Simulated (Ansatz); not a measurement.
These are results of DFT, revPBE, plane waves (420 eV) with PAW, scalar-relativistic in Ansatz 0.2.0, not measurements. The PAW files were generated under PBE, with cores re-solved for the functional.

An element in the omega (AlB2-type) structure gives this curve. The cell is scaled uniformly from the relaxed one, with fractional coordinates and shape fixed. Energies are extrapolated to zero smearing, pressures are those at the given smearing. Magnetic state: spin not included.

```
V (Å³/atom)  E − E₀ (meV/atom)  P (GPa)
     20.702              115.5    14.60
     21.643               47.7     8.83
     22.584               10.9     4.02
     23.525                0.0     0.01
     24.466               10.7    -3.34
     25.407               39.4    -6.13
     26.348               83.2    -8.46
```

**Question.** Which element is it?
A. zirconium
B. antimony
C. lithium
D. scandium

**Answer.** A. Its fit is V₀ = 23.50 Å³/atom, B₀ = 92 GPa, B₀′ = 3.5.
